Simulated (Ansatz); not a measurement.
**Symmetry broken, then relaxed in BN**

The calculation used DFT r2SCAN, scalar-relativistic, plane waves, PAW in Ansatz. Cutoff 500 eV, Γ-centred 8×8×6 k-points, Gaussian smearing of 0.05 eV. No spin polarisation. Energies are free energies at this smearing, counted from the undisturbed cell; pressure is positive in compression.

The undisturbed cell (relaxed at this level):

```
B N
1.0
     0.00000   -1.80481   -1.80481
     0.00000    1.80481   -1.80481
     3.60963    0.00000    0.00000
B N
2 2
Cartesian
  1.8048 0.0000 -1.8048
  0.0000 0.0000 0.0000
  0.9024 0.9024 -0.9024
  2.7072 -0.9024 -0.9024
```

The atoms are displaced (Å, in the unstrained cell):

```tsv
atom	ux	uy	uz
B1	0.008	-0.013	-0.001
B2	0.026	0.011	-0.001
N3	-0.010	-0.007	0.019
N4	-0.024	0.010	-0.017
```

The cell is strained by (-0.0682, -0.1354, 0.1233, -0.1205, -0.1179, -0.0549) (xx, yy, zz, yz, xz, xy; engineering shear). Cell and atoms are then relaxed.

**Question.** Does the relaxation return to the undisturbed structure?

**Answer.** Yes (up to a choice of domain or origin): same space group and volume, and an energy 0.0 meV/atom from it. The disturbance itself cost 878.1 meV/atom. The final space group reads F-43m (tolerance 0.05 Å) and the volume changes by 0.01 %.

Final structure:

```
CELL_PARAMETERS angstrom
0.00005 -1.80481 -1.80489
-0.00003 1.80484 -1.80493
3.60969 -0.00009 -0.00002
ATOMIC_POSITIONS crystal
B 0.50001 0.50001 0.50000
B 0.00001 0.00001 0.00000
N 0.99999 0.49999 0.25000
N 0.49999 0.99999 0.75000
```

The relaxation, step by step (energy from the first step; small jumps at an unchanged geometry come where the plane waves are selected anew for the new cell):

```
step  ΔE (meV/atom) largest force component (eV/Å) pressure (GPa)
   1            0.0                           2.208           65.40
   2         -399.5                           1.394           38.24
   3         -674.8                           0.727           20.66
   4         -829.0                           0.348           10.68
   5         -873.7                           0.023           -0.28
   6         -873.9                           0.004           -0.02
   7         -873.9                           0.001            0.00
   8         -877.9                           0.005            0.98
   9         -878.0                           0.002            0.01
  10         -878.1                           0.002            0.00
```

Frames along the relaxation (Å, eV/Å):

```xyz
4
Lattice="0.156 -1.452 -1.919 0.057 1.669 -2.136 3.364 -0.099 -0.213" Properties=species:S:1:pos:R:3:forces:R:3 pbc="T T T" step=1
B     1.796    0.048   -2.135    0.969    1.748    1.749
B     0.024    0.009   -0.003   -0.441    0.430    1.062
N     0.859    0.803   -1.099   -1.010   -1.002   -2.208
N     2.579   -0.790   -1.137    0.481   -1.177   -0.603
4
Lattice="0.123 -1.533 -1.895 0.050 1.695 -2.059 3.461 -0.072 -0.170" Properties=species:S:1:pos:R:3:forces:R:3 pbc="T T T" step=2
B     1.820    0.032   -2.059    0.557    1.241    0.919
B     0.013    0.005   -0.003   -0.162    0.361    0.707
N     0.884    0.827   -1.056   -0.535   -0.671   -1.394
N     2.648   -0.811   -1.090    0.140   -0.932   -0.232
4
Lattice="0.082 -1.620 -1.868 0.031 1.718 -1.970 3.531 -0.050 -0.110" Properties=species:S:1:pos:R:3:forces:R:3 pbc="T T T" step=3
B     1.822    0.014   -1.969    0.269    0.727    0.242
B     0.003    0.001   -0.001    0.115    0.276    0.304
N     0.896    0.847   -1.005   -0.224   -0.396   -0.593
N     2.689   -0.840   -1.027   -0.160   -0.607    0.047
4
Lattice="0.037 -1.710 -1.832 0.008 1.750 -1.877 3.575 -0.028 -0.044" Properties=species:S:1:pos:R:3:forces:R:3 pbc="T T T" step=4
B     1.807    0.001   -1.874    0.183    0.348   -0.034
B    -0.004   -0.002    0.000    0.259    0.216    0.040
N     0.899    0.871   -0.949   -0.174   -0.250   -0.107
N     2.703   -0.871   -0.954   -0.268   -0.313    0.100
4
Lattice="0.004 -1.796 -1.808 0.000 1.801 -1.812 3.607 -0.004 -0.004" Properties=species:S:1:pos:R:3:forces:R:3 pbc="T T T" step=5
B     1.805    0.000   -1.812    0.018    0.011    0.007
B    -0.001    0.000    0.000    0.023    0.008    0.006
N     0.902    0.899   -0.907   -0.018   -0.007   -0.011
N     2.707   -0.901   -0.907   -0.022   -0.011   -0.001
4
Lattice="0.002 -1.800 -1.804 -0.001 1.802 -1.806 3.608 -0.002 -0.001" Properties=species:S:1:pos:R:3:forces:R:3 pbc="T T T" step=6
B     1.804    0.000   -1.806   -0.004   -0.004   -0.003
B     0.000    0.000    0.000   -0.004   -0.004   -0.003
N     0.902    0.900   -0.903    0.004    0.004    0.003
N     2.707   -0.902   -0.903    0.004    0.004    0.003
4
Lattice="0.002 -1.800 -1.804 -0.001 1.802 -1.806 3.608 -0.002 -0.001" Properties=species:S:1:pos:R:3:forces:R:3 pbc="T T T" step=7
B     1.804    0.000   -1.806   -0.001   -0.001   -0.001
B     0.000    0.000    0.000   -0.001   -0.001   -0.001
N     0.902    0.900   -0.903    0.001    0.001    0.001
N     2.707   -0.902   -0.903    0.001    0.001    0.001
4
Lattice="0.002 -1.800 -1.804 -0.001 1.802 -1.806 3.608 -0.002 -0.001" Properties=species:S:1:pos:R:3:forces:R:3 pbc="T T T" step=8
B     1.804    0.000   -1.806    0.005    0.005    0.005
B     0.000    0.000    0.000    0.005    0.005    0.005
N     0.902    0.900   -0.903   -0.005   -0.005   -0.005
N     2.707   -0.902   -0.903   -0.005   -0.005   -0.005
4
Lattice="0.000 -1.805 -1.805 0.000 1.805 -1.805 3.610 0.000 0.000" Properties=species:S:1:pos:R:3:forces:R:3 pbc="T T T" step=9
B     1.805    0.000   -1.805    0.000    0.000    0.002
B     0.000    0.000    0.000    0.000    0.000    0.001
N     0.902    0.902   -0.902    0.000    0.000   -0.001
N     2.707   -0.902   -0.902    0.001    0.000   -0.001
4
Lattice="0.000 -1.805 -1.805 0.000 1.805 -1.805 3.610 0.000 0.000" Properties=species:S:1:pos:R:3:forces:R:3 pbc="T T T" step=10
B     1.805    0.000   -1.805    0.000    0.000    0.002
B     0.000    0.000    0.000    0.000    0.000    0.001
N     0.902    0.902   -0.902    0.000    0.000   -0.001
N     2.707   -0.902   -0.902    0.000    0.000   -0.001
```

Cost: 3 runs of about 2.7 core-minutes in all, on Arm Neoverse V1 (shared hosts).